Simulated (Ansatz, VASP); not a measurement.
**One calculation of GaN, two programs**

```xyz
4
Lattice="3.1966 0.0000 0.0000 -1.5983 2.7683 0.0000 0.0000 0.0000 5.2086" Properties=species:S:1:pos:R:3 pbc="T T T"
Ga    0.0000    1.8455   -0.0042
Ga    1.5983    0.9228    2.6001
N     0.0000    1.8455    1.9574
N     1.5983    0.9228    4.5617
```

Alike in both runs: functional PBE; dispersion D3(BJ); k mesh 12 × 12 × 6; occupations gaussian, width 0.02 eV; no spin polarisation.

Ansatz relaxed the structure, and its values are those at the end. VASP's run is a single point on that final structure, the one shown.

```csv
,VASP,Ansatz
version,VASP 6.6.1,Ansatz 0.2.0
potentials or method,"VASP PAW PBE potentials, release 64 (Ga_d, N)","scalar-relativistic, plane waves, PAW"
plane-wave cutoff (eV),520,420
valence electrons in the cell,36,36
```

```csv
,VASP,Ansatz,Ansatz less VASP
gap on the k mesh at the Fermi level (eV),1.85,1.84,-0.007
least direct gap on the mesh (eV),1.85,1.84,-0.007
pressure (GPa),0.1,0.0,-0.10
```

As with any semilocal functional, this PBE gap is likely too small.
